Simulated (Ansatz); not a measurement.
# ZrO2: a single-point run

The task is a single-point run on ZrO2. The structure is shown as the input types it.

Method: density functional or hybrid calculation with the settings of its input, plane waves (as first typed), in Ansatz 0.2.0.

1 further run of the same task is left out (for a known fault of the program).

### Step 1. Starting point

Symmetry: Fm-3m, No. 225, cubic system. Conventional cell: a = 5.089 Å, b = 5.089 Å, c = 5.089 Å, α = 90.00°, β = 90.00°, γ = 90.00°. Around Zr (site symmetry m-3m) lie 8 O at 2.20 Å. O (site symmetry -43m) is surrounded by 4 Zr at 2.20 Å.

Coordinates:

```
CELL_PARAMETERS angstrom
0.00000 2.54471 2.54471
2.54471 0.00000 2.54471
2.54471 2.54471 0.00000
ATOMIC_POSITIONS crystal
Zr 0.00000 0.00000 0.00000
O 0.25000 0.25000 0.25000
O 0.75000 0.75000 0.75000
```

### Step 2. Running it

Input file input.yaml:

```yaml
crystal:
  lattice:
    - [0.0, 2.5447135875, 2.5447135875]
    - [2.5447135875, 0.0, 2.5447135875]
    - [2.5447135875, 2.5447135875, 0.0]
  atoms:
    - { symbol: Zr, position: [0.0, 0.0, 0.0] }
    - { symbol: O, position: [0.25, 0.25, 0.25] }
    - { symbol: O, position: [0.75, 0.75, 0.75] }
kpoints:
  mp_grid: { grid: [0, 4, 4] }
hamiltonian:
  xc: pbe
scf:
  occupations: { method: fixed }
  n_extra_bands: 4
output:
  forces: true
  stress: true
  eigenvalues: true
```

Run with:

```console
> ansatz run input.yaml --threads 4 --pin off --max-ram 3686MiB --backend cpu --events-out ev --progress --plain --runs-dir out
```

Q: Will this input give a usable result? If not, why, and what should change?

Nothing was computed: the input was turned down at the start. The line that matters: «invalid value for `kpoints.mp_grid.grid`: each dimension must be in 1..=255»

The suspect setting: kpoints.mp_grid.grid is [0, 4, 4]. The mesh can't be built from what was typed.

Fix: set kpoints.mp_grid.grid to [6, 6, 6].
